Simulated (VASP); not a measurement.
# W (Im-3m) in VASP: further runs

Runs on W. Level: PBE. Tasks: relaxation of cell and atoms.

All numbers are computed with VASP 6.6.1; they aren't measurements. Logs are shortened: lines on timing, memory, paths and dates and some standing lists are left out, and cuts for length are marked.

**1. The crystal as given**

It takes space group Im-3m (No. 229, cubic). The conventional cell has a = 3.165 Å, b = 3.165 Å, c = 3.165 Å, α = 90.00°, β = 90.00°, γ = 90.00°. W (site symmetry m-3m) is surrounded by 8 W at 2.74 Å.

**2. Relaxation of cell and atoms, PBE**

Input file INCAR:

```
ALGO = Fast
EDIFF = 1E-7
EDIFFG = -0.002
ENCUT = 700
GGA = PE
IBRION = 2
ISIF = 3
ISMEAR = 0
LASPH = T
LCHARG = F
LREAL = F
LWAVE = F
NELM = 100
NSW = 80
PREC = Accurate
SIGMA = 0.1
```

Input file KPOINTS:

```
k-points
0
Gamma
  18 18 18
```

Input file POSCAR:

```
W
1.0
   -1.5823450000      1.5823450000      1.5823450000
    1.5823450000     -1.5823450000      1.5823450000
    1.5823450000      1.5823450000     -1.5823450000
W
1
Direct
    0.0000000000      0.0000000000      0.0000000000
```

Potentials or basis: VASP PAW PBE potentials, release 64 (W_sv).

Started as:

```sh
> cat potpaw_PBE.64/W_sv/POTCAR > POTCAR
> mpirun -np 1 vasp_std > vasp.out
```

OUTCAR:

```text
EDIFF = 1E-7
   EDIFFG = -0.002
   ENCUT = 700
   GGA = PE
   IBRION = 2
   ISIF = 3
   ISMEAR = 0
   LASPH = T
   LREAL = F
   NELM = 100
   NSW = 80
   PREC = Accurate

 ion  position               nearest neighbor table
   1  0.000  0.000  0.000-

  LATTYP: Found a body centered cubic cell.
 ALAT       =     3.1646900000

  Lattice vectors:

 A1 = (  -1.5823450000,   1.5823450000,   1.5823450000)
 A2 = (   1.5823450000,  -1.5823450000,   1.5823450000)
 A3 = (   1.5823450000,   1.5823450000,  -1.5823450000)

Analysis of symmetry for initial positions (statically):
=====================================================================
 Subroutine PRICEL returns:
 Original cell was already a primitive cell.

 Routine SETGRP: Setting up the symmetry group for a
 body centered cubic supercell.

 Subroutine GETGRP returns: Found 48 space group operations
 (whereof 48 operations were pure point group operations)
 out of a pool of 48 trial point group operations.

The static configuration has the point symmetry O_h .

Analysis of symmetry for dynamics (positions and initial velocities):
=====================================================================
 Subroutine PRICEL returns:
 Original cell was already a primitive cell.

 Routine SETGRP: Setting up the symmetry group for a
 body centered cubic supercell.

 Subroutine GETGRP returns: Found 48 space group operations
 (whereof 48 operations were pure point group operations)
 out of a pool of 48 trial point group operations.

The dynamic configuration has the point symmetry O_h .

 Subroutine INISYM returns: Found 48 space group operations
 (whereof 48 operations are pure point group operations),
 and found     1 'primitive' translations

----------------------------------------------------------------------------------------

                                     Primitive cell

  volume of cell :      15.8476

  direct lattice vectors                    reciprocal lattice vectors
    -1.582345000  1.582345000  1.582345000     0.000000000  0.315986716  0.315986716
     1.582345000 -1.582345000  1.582345000     0.315986716  0.000000000  0.315986716
     1.582345000  1.582345000 -1.582345000     0.315986716  0.315986716  0.000000000

  length of vectors
[... 94 lines left out ...]
   EFERMI =   0.00;   METHOD = LEGACY
   ISMEAR =     0;   SIGMA  =   0.10  broadening in eV -4-tet -1-fermi 0-gaus
   EFERMI_NEDOS =   21; number of points for ismear=-14 and -15
   IALGO  =     68    algorithm
   IMIX   =      4    mixing-type and parameters
     AMIX     =   0.40;   BMIX     =  1.00
     AMIX_MAG =   1.60;   BMIX_MAG =  1.00
  volume/ion in A,a.u.               =      15.85       106.94
  Fermi-wavevector in a.u.,A,eV,Ry     =   1.570832  2.968442 33.572544  2.467512
  Thomas-Fermi vector in A             =   2.672506
   LORBIT       =      0    0 simple, 1 ext, 2 COOP (PROOUT), +10 PAW based schemes
   GGA     = PE    functional components
   LHFCALC =     F    Hartree Fock is set to
   AEXX    =    0.0000 exact exchange contribution
   IVDW    =     0    specifies the selected vdW correction
   LEPSILON=     F    determine dielectric tensor
   LRPA    =     F    only Hartree local field effects (RPA)
 conjugate gradient relaxation of ions
 non-spin polarized calculation
 RMM-DIIS sequential band-by-band and
 Gauss-broadening in eV      SIGMA  =   0.10
  energy-cutoff  :      700.00
  volume of cell :       15.85
 maximum number of plane-waves:       682
   NGX = 11   NGY = 11   NGZ = 11

--------------------------------------- Ionic step        1  -------------------------------------------

 number of electron      14.0000002 magnetization

 Free energy of the ion-electron system (eV)
  ---------------------------------------------------
  ext. energy  EPLUGINS =         0.00000000
  ---------------------------------------------------
  free energy    TOTEN  =       -12.94532360 eV

  energy without entropy =      -12.94185514  energy(sigma->0) =      -12.94358937

------------------------ aborting loop because EDIFF is reached ----------------------------------------

  FORCE on cell =-STRESS in cart. coord.  units (eV):
  Direction    XX          YY          ZZ          XY          YZ          ZX
  --------------------------------------------------------------------------------------
  -------------------------------------------------------------------------------------
  Total        0.6251142      0.6251142      0.6251142     -0.0000000     -0.0000000      0.0000000
  in kB       63.1984498     63.1984498     63.1984498     -0.0000000     -0.0000000      0.0000000
  external PRESSURE =      63.1984498 kB  Pullay stress =       0.0000000 kB
[... 92 lines left out ...]
--------------------------------------- Ionic step        4  -------------------------------------------

 number of electron      14.0000002 magnetization

 Free energy of the ion-electron system (eV)
  ---------------------------------------------------
  ext. energy  EPLUGINS =         0.00000000
  ---------------------------------------------------
  free energy    TOTEN  =       -12.95139986 eV

  energy without entropy =      -12.94781654  energy(sigma->0) =      -12.94960820

 E-fermi :  11.1624     XC(G=0): -13.5300

 val. band max:       11.1582023300   @ k =  -0.2778   0.3333   0.2222
 cond. band min:      11.1747623229   @ k =   0.5000   0.5000   0.2222
 fundamental gap:      0.0165599929
 Fermi energy:        11.1623947579

 k-point     1 :       0.0000    0.0000    0.0000
  band No.  band energies     occupation
      1     -63.0408      2.00000
      2     -26.6311      2.00000
      3     -26.6311      2.00000
      4     -26.6311      2.00000
      5       1.6348      2.00000
      6       9.9692      2.00000
      7       9.9692      2.00000
      8       9.9692      2.00000
      9      13.3811      0.00000
     10      13.3811      0.00000
     11      25.6358      0.00000
[... 309 lines left out ...]
 k-point    24 :       0.3889    0.1111    0.0000
  band No.  band energies     occupation
      1     -62.9177      2.00000
      2     -27.7640      2.00000
      3     -27.0574      2.00000
      4     -26.6906      2.00000
      5       5.4400      2.00000
      6       7.8371      2.00000
      7      10.5479      2.00000
      8      13.1467      0.00000
      9      14.4374      0.00000
     10      17.4229      0.00000
     11      21.8129      0.00000

 [... further k-points ...]
[... 5 lines left out ...]
  --------------------------------------------------------------------------------------
  -------------------------------------------------------------------------------------
  Total        0.0001499      0.0001499      0.0001499      0.0000000     -0.0000000      0.0000000
  in kB        0.0148621      0.0148621      0.0148621      0.0000000     -0.0000000      0.0000000
  external PRESSURE =       0.0148621 kB  Pullay stress =       0.0000000 kB
[... 16 lines left out ...]
  FREE ENERGIE OF THE ION-ELECTRON SYSTEM (eV)
  ---------------------------------------------------
  free  energy   TOTEN  =       -12.9513998555 eV

  energy  without entropy=      -12.9478165380  energy(sigma->0) =      -12.94960820

 reached required accuracy - stopping structural energy minimisation
```

CONTCAR:

```text
W
   1.00000000000000
    -1.5927820201201233    1.5927820201201233    1.5927820201201233
     1.5927820201201233   -1.5927820201201233    1.5927820201201233
     1.5927820201201233    1.5927820201201233   -1.5927820201201233
  W
     1
Direct
     0.0000000000000000    0.0000000000000000    0.0000000000000000

  0.00000000E+00  0.00000000E+00  0.00000000E+00
```

Wall time 65 s (1 thread of Intel Xeon Platinum 8488C (Sapphire Rapids), shared host); peak memory 0.19 GiB.

What came out:

```
Free energy                            : -12.9514 eV
Relaxed volume                         : 16.16 Å³/atom
Relaxed cell                           : a = 2.759 Å, b = 2.759 Å, c = 2.759 Å, α = 109.47°, β = 109.47°, γ = 109.47°
Space group after relaxing (to 0.05 Å) : Im-3m (No. 229)
Energy gained by relaxing              : 6.1 meV/atom
Ionic steps                            : 4
Pressure after relaxing                : 0.0 GPa
Band gap on the k mesh                 : none (metal or under the smearing width)
```

Step by step:
```csv
step,energy change (eV),largest force (eV/Å),pressure (GPa),volume (Å³)
1,0.0000,0.0000,6.32,15.85
2,0.0644,0.0000,-18.25,17.33
3,-0.0061,0.0000,-0.19,16.17
4,-0.0061,0.0000,0.00,16.16
```

Final structure:
```yaml
crystal:
  lattice:
    - [-1.59278, 1.59278, 1.59278]
    - [1.59278, -1.59278, 1.59278]
    - [1.59278, 1.59278, -1.59278]
  atoms:
    - { symbol: W, position: [0.00000, 0.00000, 0.00000] }
```

Levels at points of the mesh, in eV from the Fermi level:
```csv
k point,band 3,band 4,band 5,band 6,band 7,band 8,band 9,band 10,band 11
"(0.00, 0.00, 0.00)",-37.79,-37.79,-9.53,-1.19,-1.19,-1.19,2.22,2.22,14.47
"(0.50, 0.00, 0.00)",-38.19,-37.80,-6.15,-3.47,0.61,2.10,3.06,5.98,11.44
"(0.50, 0.50, 0.50)",-38.64,-38.64,-5.68,-5.68,5.03,5.03,5.03,8.09,8.09
```

**3. Relaxation of cell and atoms, PBE**

This run uses another cell than the first one, of 16.16 Å³/atom, 1.020 times its volume.

INCAR is that of step 2.

KPOINTS is that of step 2.

Input file POSCAR:

```
W                                       
1.0
   -1.5927820201      1.5927820201      1.5927820201
    1.5927820201     -1.5927820201      1.5927820201
    1.5927820201      1.5927820201     -1.5927820201
  W             
     1
Direct
     0.0000000000000000    0.0000000000000000    0.0000000000000000
```

Potentials or basis: VASP PAW PBE potentials, release 64 (W_sv).

Started as:

```sh
> cat potpaw_PBE.64/W_sv/POTCAR > POTCAR
> mpirun -np 1 vasp_std > vasp.out
```

It took 24 s on 1 thread of Intel Xeon Platinum 8488C (Sapphire Rapids), shared host; peak memory 0.18 GiB.

It converged, with:

```
Free energy             : -12.9514 eV
Pressure after relaxing : 0.0 GPa
Band gap on the k mesh  : none (metal or under the smearing width)
```

Final structure:
```cif
data_structure
_symmetry_space_group_name_H-M 'P 1'
_symmetry_Int_Tables_number 1
_cell_length_a 2.7588
_cell_length_b 2.7588
_cell_length_c 2.7588
_cell_angle_alpha 109.471
_cell_angle_beta 109.471
_cell_angle_gamma 109.471
_cell_volume 16.16
loop_
_atom_site_label
_atom_site_type_symbol
_atom_site_fract_x
_atom_site_fract_y
_atom_site_fract_z
_atom_site_occupancy
W1 W 0.00000 0.00000 0.00000 1
```

Levels at points of the mesh, in eV from the Fermi level:
```csv
k point,band 4,band 5,band 6,band 7,band 8,band 9,band 10,band 11
"(0.00, 0.00, 0.00)",-37.79,-9.53,-1.19,-1.19,-1.19,2.22,2.22,14.47
"(0.50, 0.00, 0.00)",-37.80,-6.15,-3.47,0.61,2.10,3.06,5.98,11.44
"(0.50, 0.50, 0.50)",-38.64,-5.68,-5.68,5.03,5.03,5.03,8.09,8.09
```

Caveat: the relaxation stopped at its first step, so nothing moved. Spin-orbit coupling is left out, which matters for the levels of W.
